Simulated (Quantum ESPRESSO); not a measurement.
The system is BeTe.

```
Te Be
1.0
     0.00000    2.77000    2.77000
     2.77000    0.00000    2.77000
     2.77000    2.77000    0.00000
Te Be
1 1
Direct
  0.75000 0.75000 0.75000
  0.00000 0.00000 0.00000
```

Base run:

```yaml
Program: Quantum ESPRESSO 7.5
Functional: PBEsol
Potentials_or_basis: PseudoDojo 0.4.1 SR PBEsol standard
Cutoff: 1197 eV
Density_cutoff: 4789 eV
k_mesh: 6 × 6 × 6, shifted
Occupations: fermi-dirac, width 0.05 eV
Spin: no spin polarisation
```

Its results: pressure 2.4 GPa; electronic dielectric tensor (diagonal) 7.56.

The run is repeated on the same cell with these changes: functional from PBEsol to LDA; potentials or basis from PseudoDojo 0.4.1 SR PBEsol standard to PseudoDojo 0.4.1 SR LDA standard. What comes out?

Pressure 0.6 GPa; electronic dielectric tensor (diagonal) 7.47.
